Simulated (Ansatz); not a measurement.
Crystal: Zn.

```
Zn
1.0
    -1.56904    1.56904    1.56904
     1.56904   -1.56904    1.56904
     1.56904    1.56904   -1.56904
Zn
1
Direct
  0.00000 0.00000 0.00000
```

This isn't the form of Zn at room conditions, which is hcp.

```yaml
Program: Ansatz 0.2.0
Task: relaxation of cell and atoms
Functional: RPBE
Potentials_or_basis: Ansatz PAW
Cutoff: "420 eV (not typed: the program's choice for these potentials)"
k_mesh: 12 × 12 × 12
Occupations: fermi-dirac, width 0.05 eV
Spin: no spin polarisation
```

At the start: volume 15.45 Å³/atom.

Task: How do energy, volume and symmetry change on relaxing?

Result: It ends after 5 steps and the volume is 16.14 Å³/atom (+4.5 %); space group Im-3m (No. 229, to 0.05 Å).

The path:
```tsv
step	energy change (eV)	largest force (eV/Å)	volume (Å³)
1	0.0000	0.0000	15.45
2	-0.0041	0.0000	15.87
3	-0.0047	0.0000	16.12
4	-0.0047	0.0000	16.14
5	-0.0052	0.0000	16.14
```

Final structure:
```
CELL_PARAMETERS angstrom
-1.59201 1.59201 1.59201
1.59201 -1.59201 1.59201
1.59201 1.59201 -1.59201
ATOMIC_POSITIONS crystal
Zn 0.00000 0.00000 0.00000
```

Caveat: the plane-wave basis is chosen anew once the cell has moved, so the energies of steps on either side of that aren't comparable; the PAW data sets come from PBE, with cores solved anew for the run's functional, which leaves a small shift of forces and pressure.
